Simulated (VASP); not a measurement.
LiCl: relaxation of cell and atoms with PBEsol

LiCl:

```
CELL_PARAMETERS angstrom
0.00000 2.55423 2.55423
2.55423 0.00000 2.55423
2.55423 2.55423 0.00000
ATOMIC_POSITIONS crystal
Li 0.00000 0.00000 0.00000
Cl 0.50000 0.50000 0.50000
```

- Program: VASP 6.6.1
- Task: relaxation of cell and atoms
- Functional: PBEsol
- Potentials or basis: VASP PAW PBE potentials, release 64 (Li_sv, Cl)
- Cutoff: 600 eV
- k mesh: 8 × 8 × 8
- Occupations: gaussian, width 0.02 eV
- Spin: no spin polarisation
- Dipole correction: no
- Further INCAR settings: ALGO = Normal; EDIFF = 1e-06; IBRION = 2; EDIFFG = -0.005; NSW = 100; ISIF = 3

```yaml
Relaxed_volume: 16.20 Å³/atom
Relaxed_cell: a = 3.579 Å, b = 3.579 Å, c = 3.579 Å, α = 60.00°, β = 60.00°, γ = 60.00°
Space_group_after_relaxing_to_0.05_Å: Fm-3m (No. 225)
Energy_gained_by_relaxing: 1.4 meV/atom
Ionic_steps: 4
Pressure_after_relaxing: 0.0 GPa
Band_gap_on_the_k_mesh: 6.37 eV, direct
```

The path:
| step | energy change (eV) | largest force (eV/Å) | pressure (GPa) | volume (Å³) |
| --- | --- | --- | --- | --- |
| 1 | 0.0000 | 0.0000 | -0.92 | 33.33 |
| 2 | -0.0020 | 0.0000 | -0.48 | 32.87 |
| 3 | -0.0027 | 0.0000 | -0.08 | 32.49 |
| 4 | -0.0027 | 0.0000 | -0.03 | 32.41 |

Final structure:
```yaml
crystal:
  lattice:
    - [0.00000, 2.53052, 2.53052]
    - [2.53052, 0.00000, 2.53052]
    - [2.53052, 2.53052, 0.00000]
  atoms:
    - { symbol: Li, position: [0.00000, 0.00000, 0.00000] }
    - { symbol: Cl, position: [0.50000, 0.50000, 0.50000] }
```

Levels at points of the mesh, in eV from the valence-band top:
```csv
k point,band 2,band 3,band 4,band 5,band 6,band 7,band 8,band 9
"(0.00, 0.00, 0.00)",-13.54,0.00,0.00,0.00,6.37,11.84,11.84,11.84
"(0.50, 0.00, 0.00)",-12.90,-3.04,-0.28,-0.28,6.60,9.41,9.41,13.24
"(0.50, 0.50, 0.00)",-12.62,-3.15,-1.20,-1.20,7.86,8.03,12.62,14.30
```

Wall time 31 s on 1 thread of Intel(R) Xeon(R) 6975P-C (Granite Rapids) (shared host), peak memory 0.15 GiB.

Caveat: the cutoff is under 1.25 times the usual one of these potentials, so pressure, stress and relaxed cells hold a basis-set (Pulay) error; the PAW data sets were made with another functional, which shifts forces and pressure a little. PBEsol gaps usually lie below the measured ones, often by a third to a half.
